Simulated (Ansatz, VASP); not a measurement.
## MgO in VASP and in Ansatz

```
Mg O
1.0
     2.93802    0.00000    0.00000
    -1.46901    2.54440    0.00000
     0.00000    0.00000    2.67968
Mg O
1 1
Direct
  0.05895 0.11791 0.00000
  0.33333 0.66667 0.50000
```

Alike in both runs: task single point; functional PBE; k mesh 9 × 9 × 8; occupations gaussian, width 0.05 eV; no spin polarisation.

|  | VASP | Ansatz |
| --- | --- | --- |
| version | VASP 6.6.1 | Ansatz 0.2.0 |
| potentials or method | VASP PAW PBE potentials, release 64 (Mg, O) | scalar-relativistic, plane waves, PAW |
| plane-wave cutoff (eV) | 520 | 420 |
| valence electrons in the cell | 8 | 16 |

|  | VASP | Ansatz | Ansatz less VASP |
| --- | --- | --- | --- |
| gap on the k mesh at the Fermi level (eV) | 2.76 | 2.78 | +0.021 |
| least direct gap on the mesh (eV) | 3.38 | 3.40 | +0.018 |
| pressure (GPa) | 6.6 | 7.1 | +0.52 |
| largest component of the traceless stress (GPa) | 4.88 | 4.77 | -0.109 |
| rms of the force components (eV/Å) | 1.013 | 0.998 | -0.0147 |

Atom by atom the forces differ by 0.015 eV/Å (rms over components). The two sets of potentials don't hold the same shells in valence.

Caveats: an odd mesh through Γ misses points on the zone boundary, where band edges often lie; forces of over 1 eV/Å show positions far from the minimum, so gaps and moduli don't describe the material at rest.
